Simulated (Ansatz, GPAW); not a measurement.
This is a calculation of MnS for GPAW 26.7.0 (ASE script). 

run.py

```python
from ase import Atoms
from ase.dft.bandgap import bandgap
from ase.io import write
from ase.units import GPa
from gpaw import GPAW, PW

atoms = Atoms(['Mn', 'S'],
              cell=[[0.0, 2.6045, 2.6045],
                    [2.6045, 0.0, 2.6045],
                    [2.6045, 2.6045, 0.0]],
              scaled_positions=[[0.0, 0.0, 0.0],
                                [0.5, 0.5, 0.5]],
              pbc=True)
atoms.set_initial_magnetic_moments([4.0, 0.0])

calc = GPAW(mode=PW(600),
            xc='PBE',
            kpts={'size': (9, 9, 9), 'gamma': True},
            occupations={'name': 'methfessel-paxton', 'order': 0, 'width': 0.017},
            nbands=21,
            convergence={'density': 1e-05, 'energy': 1e-05},
            maxiter=150,
            txt='gpaw.txt')
atoms.calc = calc
energy = atoms.get_potential_energy()
forces = atoms.get_forces()
stress = atoms.get_stress()
calc.write('gs.gpw')
write('result.traj', atoms)
print(f'Energy: {energy:.6f} eV')
print('Forces (eV/A):')
print(forces.round(4))
print('Stress (GPa):', (stress / GPa).round(3))
print('Moments:', calc.get_magnetic_moments().round(3))
print('Fermi level:', round(calc.get_fermi_level(), 4), 'eV')
print(f'Gap: {bandgap(calc)[0]:.4f} eV, direct: {bandgap(calc, direct=True)[0]:.4f} eV')
```

Potentials or basis: GPAW PAW data sets (gpaw-data 1.2.1), pw.

The run is started by

```sh
$ OMP_NUM_THREADS=1 python run.py
```

**Question.** Translate it to Ansatz 0.2.0. Potentials or basis there: all-electron LAPW, scalar-relativistic.

**Answer.** As run (cutoffs and basis follow the program's own potentials, and thresholds, step limits or extra output files can differ):

File input.yaml:

```yaml
crystal:
  lattice:
    - [0.0, 2.6045, 2.6045]
    - [2.6045, 0.0, 2.6045]
    - [2.6045, 2.6045, 0.0]
  atoms:
    - { symbol: Mn, position: [0.0, 0.0, 0.0], spin: 4.0 }
    - { symbol: S, position: [0.5, 0.5, 0.5] }
kpoints:
  mp_grid: { grid: [9, 9, 9] }
scf:
  occupations: { method: gaussian, width: 0.017 }
hamiltonian:
  xc: pbe
  pseudopotentials: { kind: all_electron, lapw: { basis_error: 0.001 } }
magnetization:
  spin_polarized: true
output:
  forces: true
  stress: true
  eigenvalues: true
```

Potentials or basis: all-electron LAPW, scalar-relativistic.

Launch:

```bash
$ ansatz run input.yaml --threads 2 --pin off --max-ram 6144MiB --backend cpu --events-out ev --progress --plain --runs-dir out
```

Both were run:

|  | GPAW | Ansatz |
| --- | --- | --- |
| Pressure | -2.8 GPa | -2.8 GPa |
| Net moment | 4.71 μB per cell | 4.72 μB per cell |

Where Ansatz's input types no cutoff or centring, it takes its own default and a Γ-centred mesh.

The magnetic state is the one that the start led to; the real crystal's order can differ.

Pressure is positive in compression.
